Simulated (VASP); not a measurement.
# Ge in VASP: settings compared

Aim: see how the results for Ge move with the level of theory and the settings. Levels: PBE, r2SCAN, PBE0. Tasks: work function.

All numbers are computed with VASP 6.6.1; they aren't measurements. Logs are shortened: lines on timing, memory, paths and dates and some standing lists are left out, and cuts for length are marked.

## 1. The sheet as given

The cell holds a sheet with vacuum, 2 atoms: a = 4.020 Å, b = 4.020 Å, c = 16.680 Å, α = 90.00°, β = 90.00°, γ = 120.00°.

The cell was built by a generator and needn't be a form met in nature.

## 2. Work function, PBE

Contents of INCAR:

```
PREC = Accurate ; ENCUT = 520
EDIFF = 1E-7 ; ISMEAR = 0
SIGMA = 0.03 ; LREAL = False
LASPH = True ; NELM = 80
ALGO = Fast ; ISIF = 2
LWAVE = False ; LCHARG = True
LDIPOL = True ; IDIPOL = 3
DIPOL = 0.5 0.5 0.500 ; GGA = PE
LVHAR = True ; LVACPOTAV = True
KPAR = 4
```

Contents of KPOINTS:

```
Automatic mesh
0
Gamma
  12 12 1
```

Contents of POSCAR:

```
Ge                                      
1.0
    4.0204648046      0.0000000000      0.0000000000
   -2.0102324023      3.4818246585      0.0000000000
    0.0000000000      0.0000000000     16.6800000000
  Ge            
     2
Direct
     0.3333330000000032    0.6666669999999968    0.4794463656685407
     0.6666669999999968    0.3333330000000032    0.5205536343314593
```

Potentials or basis: VASP PAW PBE potentials, release 64 (Ge_d).

Command:

```sh
> cat potpaw_PBE.64/Ge_d/POTCAR > POTCAR
> mpirun -np 4 vasp_std > vasp.out
```

OUTCAR:

```text
PREC = Accurate
   ENCUT = 520
   EDIFF = 1E-7
   ISMEAR = 0
   LREAL = False
   LASPH = True
   NELM = 80
   ISIF = 2
   GGA = PE

 ion  position               nearest neighbor table
   1  0.333  0.667  0.479-   2 2.42   2 2.42   2 2.42
   2  0.667  0.333  0.521-   1 2.42   1 2.42   1 2.42

  LATTYP: Found a hexagonal cell.
 ALAT       =     4.0204648046
 C/A-ratio  =     4.1487740375

  Lattice vectors:

 A1 = (   4.0204648046,   0.0000000000,   0.0000000000)
 A2 = (  -2.0102324023,   3.4818246585,   0.0000000000)
 A3 = (   0.0000000000,   0.0000000000,  16.6800000000)

Analysis of symmetry for initial positions (statically):
=====================================================================
 Subroutine PRICEL returns:
 Original cell was already a primitive cell.

 Routine SETGRP: Setting up the symmetry group for a
 hexagonal supercell.

 Subroutine GETGRP returns: Found 12 space group operations
 (whereof 12 operations were pure point group operations)
 out of a pool of 24 trial point group operations.

The static configuration has the point symmetry D_3d.

Analysis of symmetry for dynamics (positions and initial velocities):
=====================================================================
 Subroutine PRICEL returns:
 Original cell was already a primitive cell.

 Routine SETGRP: Setting up the symmetry group for a
 hexagonal supercell.

 Subroutine GETGRP returns: Found 12 space group operations
 (whereof 12 operations were pure point group operations)
 out of a pool of 24 trial point group operations.

The dynamic configuration has the point symmetry D_3d.

 Subroutine INISYM returns: Found 12 space group operations
 (whereof 12 operations are pure point group operations),
 and found     1 'primitive' translations

----------------------------------------------------------------------------------------

                                     Primitive cell

  volume of cell :     233.4959

  direct lattice vectors                    reciprocal lattice vectors
     4.020464805  0.000000000  0.000000000     0.248727460  0.143602866  0.000000000
    -2.010232402  3.481824658  0.000000000     0.000000000  0.287205732  0.000000000
     0.000000000  0.000000000 16.680000000     0.000000000  0.000000000  0.059952038

  length of vectors
     4.020464805  4.020464807 16.680000000     0.287205732  0.287205732  0.059952038

  position of ions in fractional coordinates (direct lattice)
     0.333333000  0.666667000  0.479446366
     0.666667000  0.333333000  0.520553634

  ion indices of the primitive-cell ions
   primitive index   ion index
                 1           1
                 2           2

----------------------------------------------------------------------------------------

 KPOINTS: Automatic mesh

Automatic generation of k-mesh.
 Grid dimensions read from file:
 generate k-points for:   12   12    1

 Generating k-lattice:

  Cartesian coordinates                     Fractional coordinates (reciprocal lattice)
     0.020727288  0.011966906  0.000000000     0.083333333  0.000000000  0.000000000
     0.000000000  0.023933811  0.000000000     0.000000000  0.083333333  0.000000000
     0.000000000  0.000000000  0.059952038     0.000000000  0.000000000  1.000000000

  Length of vectors
     0.023933811  0.023933811  0.059952038

  Shift w.r.t. Gamma in fractional coordinates (k-lattice)
     0.000000000  0.000000000  0.000000000

 Subroutine IBZKPT returns following result:
 ===========================================

 Found     19 irreducible k-points:

 Following reciprocal coordinates:
            Coordinates               Weight
  0.000000  0.000000  0.000000      1.000000
  0.083333 -0.000000  0.000000      6.000000
  0.166667  0.000000  0.000000      6.000000
  0.250000  0.000000  0.000000      6.000000
  0.333333 -0.000000  0.000000      6.000000
  0.416667  0.000000  0.000000      6.000000
[... 11 lines left out ...]
  0.333333  0.250000  0.000000     12.000000
  0.333333  0.333333  0.000000      2.000000
   k-points           NKPTS =     19   k-points in BZ     NKDIM =     19   number of bands    NBANDS=     18
   number of dos      NEDOS =    301   number of ions     NIONS =      2
   total plane-waves  NPLWV = 113400
   dimension x,y,z NGX =    30 NGY =   30 NGZ =  126
   dimension x,y,z NGXF=    60 NGYF=   60 NGZF=  252
   ions per type =               2
   NGX,Y,Z   is equivalent  to a cutoff of  12.40, 12.40, 12.56 a.u.
   NGXF,Y,Z  is equivalent  to a cutoff of  24.81, 24.81, 25.12 a.u.
 SYSTEM =  unknown system
   PREC   = accura    normal or accurate (medium, high low for compatibility)
   ISTART =      0    job   : 0-new  1-cont  2-samecut
   ICHARG =      2    charge: 1-file 2-atom 10-const
   ISPIN  =      1    spin polarized calculation?
   LNONCOLLINEAR =      F non collinear calculations
   LSORBIT =      F    spin-orbit coupling
   LASPH  =      T    aspherical Exc in radial PAW
   ENCUT  =  520.0 eV  38.22 Ry    6.18 a.u.   7.48  7.48 31.01*2*pi/ulx,y,z
   NELM   =     80;   NELMIN=  2; NELMDL= -5     # of ELM steps
   EDIFF  = 0.1E-06   stopping-criterion for ELM
   LREAL  =      F    real-space projection
   EDIFFG = 0.1E-05   stopping-criterion for IOM
   NSW    =      0    number of steps for IOM
   IBRION =     -1    ionic relax: 0-MD 1-quasi-New 2-CG
   NFREE  =      0    steps in history (QN), initial steepest desc. (CG)
   ISIF   =      2    stress and relaxation
   ISYM   =      2    0-nonsym 1-usesym 2-fastsym
   POTIM  = 0.5000    time-step for ionic-motion
   TEBEG  =    0.0;   TEEND  =   0.0 temperature during run
   PSTRESS=    0.0 pullay stress
   NELECT =      28.0000    total number of electrons
   NUPDOWN=      -1.0000    fix difference up-down
   EMIN   =  10.00;   EMAX   =-10.00  energy-range for DOS
   EFERMI =   0.00;   METHOD = LEGACY
   ISMEAR =     0;   SIGMA  =   0.03  broadening in eV -4-tet -1-fermi 0-gaus
   EFERMI_NEDOS =   21; number of points for ismear=-14 and -15
   IALGO  =     68    algorithm
   IMIX   =      4    mixing-type and parameters
     AMIX     =   0.40;   BMIX     =  1.00
     AMIX_MAG =   1.60;   BMIX_MAG =  1.00
  volume/ion in A,a.u.               =     116.75       787.85
  Fermi-wavevector in a.u.,A,eV,Ry     =   0.807299  1.525574  8.867349  0.651732
  Thomas-Fermi vector in A             =   1.915892
   LORBIT       =      0    0 simple, 1 ext, 2 COOP (PROOUT), +10 PAW based schemes
   GGA     = PE    functional components
   LHFCALC =     F    Hartree Fock is set to
   AEXX    =    0.0000 exact exchange contribution
   IVDW    =     0    specifies the selected vdW correction
   LEPSILON=     F    determine dielectric tensor
   LRPA    =     F    only Hartree local field effects (RPA)
 non-spin polarized calculation
 RMM-DIIS sequential band-by-band and
 Gauss-broadening in eV      SIGMA  =   0.03
  energy-cutoff  :      520.00
  volume of cell :      233.50
 maximum number of plane-waves:      6323
 NGX is ok and might be reduce to    30
   NGX = 15   NGY = 15   NGZ = 63

 number of electron      28.0000008 magnetization

 dipolmoment           0.000000      0.000000     -0.000000 electrons x Angstroem

 Free energy of the ion-electron system (eV)
  ---------------------------------------------------
  ext. energy  EPLUGINS =         0.00000000
  ---------------------------------------------------
  free energy    TOTEN  =        -8.07608717 eV

  energy without entropy =       -8.07561702  energy(sigma->0) =       -8.07585209

 E-fermi :  -2.6910     XC(G=0):  -2.7393

 val. band max:       -2.6910040591   @ k =   0.3333   0.3333   0.0000
 cond. band min:      -2.6909746591   @ k =   0.3333   0.3333   0.0000
 fundamental gap:      0.0000294000
 Fermi energy:        -2.6909893591

 k-point     1 :       0.0000    0.0000    0.0000
  band No.  band energies     occupation
      1     -27.1952      2.00000
      2     -27.1952      2.00000
      3     -27.1443      2.00000
      4     -27.1443      2.00000
      5     -27.1417      2.00000
      6     -27.0735      2.00000
[... 10 lines left out ...]
     17       1.2261      0.00000
     18       1.2262      0.00000

 k-point     2 :       0.0833   -0.0000    0.0000
  band No.  band energies     occupation
      1     -27.1992      2.00000
      2     -27.1981      2.00000
      3     -27.1530      2.00000
      4     -27.1403      2.00000
      5     -27.1304      2.00000
      6     -27.0691      2.00000
[... 10 lines left out ...]
     17       1.1283      0.00000
     18       1.5191      0.00000

 k-point     3 :       0.1667    0.0000    0.0000
  band No.  band energies     occupation
      1     -27.2069      2.00000
      2     -27.2040      2.00000
      3     -27.1622      2.00000
      4     -27.1311      2.00000
      5     -27.1176      2.00000
      6     -27.0567      2.00000
[... 10 lines left out ...]
     17       1.3999      0.00000
     18       2.2533      0.00000

 k-point     4 :       0.2500    0.0000    0.0000
  band No.  band energies     occupation
      1     -27.2128      2.00000
      2     -27.2094      2.00000
      3     -27.1720      2.00000
      4     -27.1215      2.00000
      5     -27.1083      2.00000
      6     -27.0391      2.00000
[... 270 lines left out ...]
      4     -27.1100      2.00000
      5     -27.0614      2.00000
      6     -27.0376      2.00000
[... 10 lines left out ...]
     17       2.3193      0.00000
     18       2.4351      0.00000

 k-point    18 :       0.3333    0.2500    0.0000
  band No.  band energies     occupation
      1     -27.2363      2.00000
      2     -27.2034      2.00000
      3     -27.1980      2.00000
      4     -27.1041      2.00000
      5     -27.0559      2.00000
      6     -27.0350      2.00000
[... 10 lines left out ...]
     17       2.2544      0.00000
     18       3.3517      0.00000

 k-point    19 :       0.3333    0.3333    0.0000
  band No.  band energies     occupation
      1     -27.2391      2.00000
      2     -27.2009      2.00000
      3     -27.2009      2.00000
      4     -27.1017      2.00000
      5     -27.0378      2.00000
      6     -27.0378      2.00000
[... 10 lines left out ...]
     17       3.6522      0.00000
     18       3.6591      0.00000

------------------------ aborting loop because EDIFF is reached ----------------------------------------

  FORCE on cell =-STRESS in cart. coord.  units (eV):
  Direction    XX          YY          ZZ          XY          YZ          ZX
  --------------------------------------------------------------------------------------
  -------------------------------------------------------------------------------------
  Total        0.2983065      0.2983065     -0.0137775      0.0000000      0.0000000     -0.0000000
  in kB        2.0468878      2.0468878     -0.0945367      0.0000000      0.0000000     -0.0000000
  external PRESSURE =       1.3330797 kB  Pullay stress =       0.0000000 kB

 VOLUME and BASIS-vectors are now :
 -----------------------------------------------------------------------------
  energy-cutoff  :      520.00
  volume of cell :      233.50
      direct lattice vectors                 reciprocal lattice vectors
     4.020464805  0.000000000  0.000000000     0.248727460  0.143602866  0.000000000
    -2.010232402  3.481824658  0.000000000     0.000000000  0.287205732  0.000000000
     0.000000000  0.000000000 16.680000000     0.000000000  0.000000000  0.059952038

 POSITION                                       TOTAL-FORCE (eV/Angst)
 -----------------------------------------------------------------------------------
     -0.00000      2.32122      7.99717        -0.000000      0.000000     -0.004706
      2.01023      1.16061      8.68283         0.000000      0.000000      0.004706
 -----------------------------------------------------------------------------------
    total drift:                                0.000000      0.000000      0.000000

  FREE ENERGIE OF THE ION-ELECTRON SYSTEM (eV)
  ---------------------------------------------------
  free  energy   TOTEN  =        -8.0760871729 eV

  energy  without entropy=       -8.0756170150  energy(sigma->0) =       -8.07585209

 vacuum level on the upper side and lower side of the slab         1.774         1.774
```

Wall time 49 s (4 MPI ranks of Intel Xeon Platinum 8488C (Sapphire Rapids), shared host); peak memory 0.35 GiB.

What came out:

```
Free energy                     : -8.0761 eV
Largest force                   : 0.005 eV/Å
Band gap on the k mesh          : none (metal or under the smearing width)
Work function of the upper face : 4.46 eV
Work function of the lower face : 4.46 eV
```

Forces in eV/Å, atoms in the order of the input:
```
Ge   0.000  0.000 -0.005
Ge   0.000  0.000  0.005
```

## 3. Work function, PBE, non-collinear spin, zero start, spin-orbit coupling

Changes to INCAR since step 2:

```diff
@@ -6,2 +6,4 @@
 LWAVE = False ; LCHARG = True
+MAGMOM = 0 0 0 0 0 0 ; LORBIT = 11
+LSORBIT = True ; GGA_COMPAT = False
 LDIPOL = True ; IDIPOL = 3
```

KPOINTS is that of step 2.

POSCAR is that of step 2.

Potentials or basis: VASP PAW PBE potentials, release 64 (Ge_d).

Command:

```sh
> cat potpaw_PBE.64/Ge_d/POTCAR > POTCAR
> mpirun -np 4 vasp_ncl > vasp.out
```

OUTCAR:

```text
PREC = Accurate
   ENCUT = 520
   EDIFF = 1E-7
   ISMEAR = 0
   LREAL = False
   LASPH = True
   NELM = 80
   ISIF = 2
   LORBIT = 11
   LSORBIT = True
   GGA = PE

 ion  position               nearest neighbor table
   1  0.333  0.667  0.479-   2 2.42   2 2.42   2 2.42
   2  0.667  0.333  0.521-   1 2.42   1 2.42   1 2.42

  LATTYP: Found a hexagonal cell.
 ALAT       =     4.0204648046
 C/A-ratio  =     4.1487740375

  Lattice vectors:

 A1 = (   4.0204648046,   0.0000000000,   0.0000000000)
 A2 = (  -2.0102324023,   3.4818246585,   0.0000000000)
 A3 = (   0.0000000000,   0.0000000000,  16.6800000000)

Analysis of symmetry for initial positions (statically):
=====================================================================
 Subroutine PRICEL returns:
 Original cell was already a primitive cell.

 Routine SETGRP: Setting up the symmetry group for a
 hexagonal supercell.

 Subroutine GETGRP returns: Found 12 space group operations
 (whereof 12 operations were pure point group operations)
 out of a pool of 24 trial point group operations.

The static configuration has the point symmetry D_3d.
[... 979 lines left out ...]
     0.0000000     0.0000000     0.0000000     0.0000000     0.0000000     0.0000000     0.0000000
     0.0000000     0.0000000     0.0000000     0.0000000     0.0000000     0.0000000     0.0000000
     0.0000000     0.0000000     0.0000000     0.0000000     0.0000000     0.0000000     0.0000000
     0.0000000     0.0000000     0.0000000     0.0000000     0.0000000     0.0000000     0.0000000
     0.0000000     0.0000000     0.0000000     0.0000000     0.0000000     0.0000000     0.0000000

 Ion:    2  E_soc:     -0.0194130
 l=   1
     0.0000000    -0.0023371    -0.0021965
    -0.0023371     0.0000000    -0.0023371
    -0.0021965    -0.0023371     0.0000000
 l=   2
     0.0000000    -0.0001895     0.0000000    -0.0001895    -0.0007602
    -0.0001895     0.0000000    -0.0005645    -0.0001887    -0.0001895
     0.0000000    -0.0005645     0.0000000    -0.0005645     0.0000000
    -0.0001895    -0.0001887    -0.0005645     0.0000000    -0.0001895
    -0.0007602    -0.0001895     0.0000000    -0.0001895     0.0000000
 l=   3
     0.0000000     0.0000000     0.0000000     0.0000000     0.0000000     0.0000000     0.0000000
     0.0000000     0.0000000     0.0000000     0.0000000     0.0000000     0.0000000     0.0000000
     0.0000000     0.0000000     0.0000000     0.0000000     0.0000000     0.0000000     0.0000000
     0.0000000     0.0000000     0.0000000     0.0000000     0.0000000     0.0000000     0.0000000
     0.0000000     0.0000000     0.0000000     0.0000000     0.0000000     0.0000000     0.0000000
     0.0000000     0.0000000     0.0000000     0.0000000     0.0000000     0.0000000     0.0000000
     0.0000000     0.0000000     0.0000000     0.0000000     0.0000000     0.0000000     0.0000000

 total charge

# of ion       s       p       d       tot
------------------------------------------
    1        1.181   1.146  10.006  12.333
    2        1.181   1.146  10.006  12.333
--------------------------------------------------
tot          2.362   2.292  20.012  24.667

 magnetization (x)

# of ion       s       p       d       tot
------------------------------------------
    1        0.000   0.000  -0.000   0.000
    2        0.000   0.000  -0.000   0.000
--------------------------------------------------
tot          0.000   0.000  -0.000   0.000

 magnetization (y)

# of ion       s       p       d       tot
------------------------------------------
    1       -0.000   0.000   0.000  -0.000
    2       -0.000   0.000   0.000  -0.000
--------------------------------------------------
tot         -0.000   0.000   0.000  -0.000

 magnetization (z)

# of ion       s       p       d       tot
------------------------------------------
    1        0.000   0.000   0.000   0.000
    2        0.000   0.000   0.000   0.000
--------------------------------------------------
tot          0.000   0.000   0.000   0.000
```

OSZICAR:

```text
N       E                     dE             d eps       ncg     rms          rms(c)
DAV:   1     0.199158200173E+03    0.19916E+03   -0.14517E+04  1636   0.197E+03
DAV:   2     0.197022065650E+02   -0.17946E+03   -0.17612E+03  1780   0.423E+02
DAV:   3    -0.711090167080E+01   -0.26813E+02   -0.26654E+02  1960   0.165E+02
DAV:   4    -0.820100132272E+01   -0.10901E+01   -0.10889E+01  1604   0.405E+01
[... 14 lines left out ...]
RMM:  19    -0.809532541888E+01   -0.15077E-04   -0.10550E-06  1439   0.370E-03    0.304E-04
RMM:  20    -0.809532919173E+01   -0.37729E-05   -0.15237E-07  1317   0.190E-03    0.159E-04
RMM:  21    -0.809533181928E+01   -0.26275E-05   -0.18688E-07  1314   0.162E-03    0.105E-04
RMM:  22    -0.809533202258E+01   -0.20330E-06   -0.18705E-08  1144   0.103E-03    0.527E-05
RMM:  23    -0.809533210188E+01   -0.79302E-07   -0.43999E-09  1042   0.808E-04
   1 F= -.80953321E+01 E0= -.80951319E+01  d E =-.400483E-03  mag=    -0.0000    -0.0000     0.0000
```

stdout:

```text
POSCAR found type information on POSCAR Ge
 POSCAR found :  1 types and       2 ions
 scaLAPACK will be used
 LDA part: xc-table for (Slater+PW92), standard interpolation
 POSCAR, INCAR and KPOINTS ok, starting setup
 FFT: planning ... GRIDC
 FFT: planning ... GRID_SOFT
 FFT: planning ... GRID
 WAVECAR not read
 entering main loop
 num prob  num prob RMM:  21    -0.809533181928E+01   -0.26275E-05   -0.18688E-07  1314   0.162E-03    0.105E-04
 -----------------------------------------------------------------------------
|                                                                             |
|           W    W    AA    RRRRR   N    N  II  N    N   GGGG   !!!           |
|           W    W   A  A   R    R  NN   N  II  NN   N  G    G  !!!           |
|           W    W  A    A  R    R  N N  N  II  N N  N  G       !!!           |
|           W WW W  AAAAAA  RRRRR   N  N N  II  N  N N  G  GGG   !            |
|           WW  WW  A    A  R   R   N   NN  II  N   NN  G    G                |
|           W    W  A    A  R    R  N    N  II  N    N   GGGG   !!!           |
|                                                                             |
|     Did not find any points to average over, which means that no vacuum     |
|     field-free region was found. Please increase the size of  your cell     |
|     in the dimension of the dipole correction to obtain accurate            |
|     workfunction values.                                                    |
|                                                                             |
 -----------------------------------------------------------------------------
```

Wall time 4.7 min (4 MPI ranks of Intel Xeon Platinum 8488C (Sapphire Rapids), shared host); peak memory 0.98 GiB.

What came out:

```
Free energy                                           : -8.0953 eV
Largest force                                         : 0.005 eV/Å
Net moment                                            : 0.00 μB per cell
Valence electrons inside the program's atomic spheres : Ge 12.33
Work function of the upper face                       : 4.47 eV
Work function of the lower face                       : 4.47 eV
```

Forces on the atoms (eV/Å):
```
Ge   0.000  0.000 -0.005
Ge   0.000  0.000  0.005
```

Moments on the atoms (μB; x, y, z):
```
Ge  0.00 0.00 0.00
Ge  0.00 0.00 0.00
```

(Part 1 of 2 ends here.)
